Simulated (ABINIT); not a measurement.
Crystal: Pt.

```
Pt
1.0
     0.00000    1.96090    1.96090
     1.96090    0.00000    1.96090
     1.96090    1.96090    0.00000
Pt
1
Direct
  0.00000 0.00000 0.00000
```

Base run:

| Quantity | Value |
| --- | --- |
| Program | ABINIT 10.8.3 (patched build) |
| Functional | LDA |
| Potentials or basis | PseudoDojo NC SR LDA v0.4 stringent |
| Cutoff | 1034 eV |
| k mesh | 12 × 12 × 12 |
| Occupations | fermi-dirac, width 0.05 eV |
| Spin | no spin polarisation |

Its results: band gap on the k mesh none (metal or under the smearing width); pressure -7.4 GPa.

Question: The run is repeated on the same cell with these changes: functional from LDA to RPBE; potentials or basis from PseudoDojo NC SR LDA v0.4 stringent to JTH PAW PBE v2.0; cutoff from 1034 eV to 544 eV; valence electrons from 18 to 10. What comes out?

Answer: Band gap on the k mesh none (metal or under the smearing width); pressure 14.9 GPa.

Caveats: spin-orbit coupling is left out, which moves the levels of the heavy elements; the PAW data sets were made with another functional, which shifts forces and pressure a little (some runs).
